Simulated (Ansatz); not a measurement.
Straining Rh

Method: Ansatz 0.2.0, DFT PBE, scalar-relativistic, plane waves, PAW. (420 eV cutoff, 20×20×14 k-mesh, Gaussian smearing of 0.10 eV, no spin polarisation)

Reference structure (relaxed):

```xyz
2
Lattice="1.9150 1.9150 0.0000 -1.9150 1.9150 0.0000 0.0000 0.0000 3.8299" Properties=species:S:1:pos:R:3 pbc="T T T"
Rh    0.0000    0.0000    0.0000
Rh    0.0000    1.9150    1.9150
```

Deformation: all cell vectors scaled alike, the atoms relaxed, all within the symmetry that the strain leaves. Energies are extrapolated to zero smearing. On this cell's mesh the reference holds a stress of up to 0.16 GPa.

| strain (%) | ΔE (meV/atom) | a (Å) | b (Å) | c (Å) |
| --- | --- | --- | --- | --- |
| -3.0 | 103.4 | 2.627 | 2.627 | 3.715 |
| -2.0 | 43.9 | 2.654 | 2.654 | 3.753 |
| -1.0 | 10.5 | 2.681 | 2.681 | 3.792 |
| +0.0 | 0.0 | 2.708 | 2.708 | 3.830 |
| +1.0 | 9.9 | 2.735 | 2.735 | 3.868 |
| +2.0 | 37.6 | 2.762 | 2.762 | 3.907 |
| +3.0 | 81.1 | 2.789 | 2.789 | 3.945 |

Task: What stiffness (1/V) d²E/dε² at zero strain does a cubic fit over all points give?

Result: A cubic fit gives (1/V) d²E/dε² = 2339 GPa at zero strain (nine times the bulk modulus at fixed shape).